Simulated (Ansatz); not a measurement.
The system is CdS (Hawleyite).

```xyz
2
Lattice="0.0000 2.9165 2.9165 2.9165 0.0000 2.9165 2.9165 2.9165 0.0000" Properties=species:S:1:pos:R:3 pbc="T T T"
Cd    0.0000    0.0000    0.0000
S     4.3748    4.3748    4.3748
```

Program: Ansatz 0.2.0. Alike in all runs: potentials or basis Ansatz PAW; no spin polarisation; cell as given; cutoff (eV) 420. Hardware: 2 threads of Intel(R) Xeon(R) Processor @ 2.50GHz (Skylake/Cascade Lake) (shared host).

Question: Order these runs on this cell by their wall time, lowest first.
A. task band structure; level BLYP; k mesh 8 × 8 × 8; smearing fermi-dirac 0.05 eV; points for each segment of the path 14; mesh quality not flagged
B. task Born charges and dielectric tensor; level LDA; k mesh 8 × 8 × 8; smearing fixed; mesh quality not flagged
C. task band structure; level B3LYP; k mesh 4 × 4 × 4; smearing fermi-dirac 0.05 eV; points for each segment of the path 4; mesh quality coarse
D. task band structure; level RPBE; k mesh 8 × 8 × 8; smearing fermi-dirac 0.05 eV; points for each segment of the path 14; mesh quality not flagged

Answer: A (5.7 s), D (12 s), B (44 s), C (270 s).

Caveats: some runs use coarse meshes.

Runs at the PBE level aren't shown here.
